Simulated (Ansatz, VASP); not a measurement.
## One calculation of Tl, two programs

The input INCAR:

```
PREC = Accurate
ENCUT = 520
EDIFF = 1E-6
ISMEAR = 0
SIGMA = 0.1
LREAL = F
LASPH = T
NELM = 100
ALGO = Normal
ISIF = 2
LWAVE = F
LCHARG = T
GGA = PE
LELF = T
LVHAR = T
NBANDS = 12
```

Contents of KPOINTS:

```
regular mesh
0
Gamma
  14 14 14
```

POSCAR

```
Tl
1.0
   -1.9410000000      1.9410000000      1.9410000000
    1.9410000000     -1.9410000000      1.9410000000
    1.9410000000      1.9410000000     -1.9410000000
Tl
1
Direct
   -0.0356594539     -0.0329804225     -0.0535239567
```

Input for Ansatz:

```yaml
crystal:
  lattice:
    - [-1.941, 1.941, 1.941]
    - [1.941, -1.941, 1.941]
    - [1.941, 1.941, -1.941]
  atoms:
    - { symbol: Tl, position: [-0.0356594539, -0.0329804225, -0.0535239567] }
basis:
  ecutwfc: 420
kpoints:
  mp_grid: { grid: [14, 14, 14] }
hamiltonian:
  xc: pbe
scf:
  occupations: { method: gaussian, width: 0.1 }
output:
  forces: true
  stress: true
  eigenvalues: true
  populations: true
```

Change from the starting cell: one atom moved.

Alike in both runs: task single point; functional PBE; k mesh 14 × 14 × 14; occupations gaussian, width 0.1 eV; no spin polarisation.

```csv
,VASP,Ansatz
version,VASP 6.6.1,Ansatz 0.2.0
potentials or method,"VASP PAW PBE potentials, release 64 (Tl_d)","scalar-relativistic, plane waves, PAW"
plane-wave cutoff (eV),520,420
valence electrons in the cell,13,13
```

```csv
,VASP,Ansatz,Ansatz less VASP
gap on the k mesh at the Fermi level (eV),none,none,-
pressure (GPa),2.2,2.2,+0.07
```

A gap of «none» marks a metal or a gap that the smearing closes. With one functional, cell and mesh, what is left measures potentials, basis and numerics.

Spin-orbit coupling is left out, which matters for the levels of Tl.
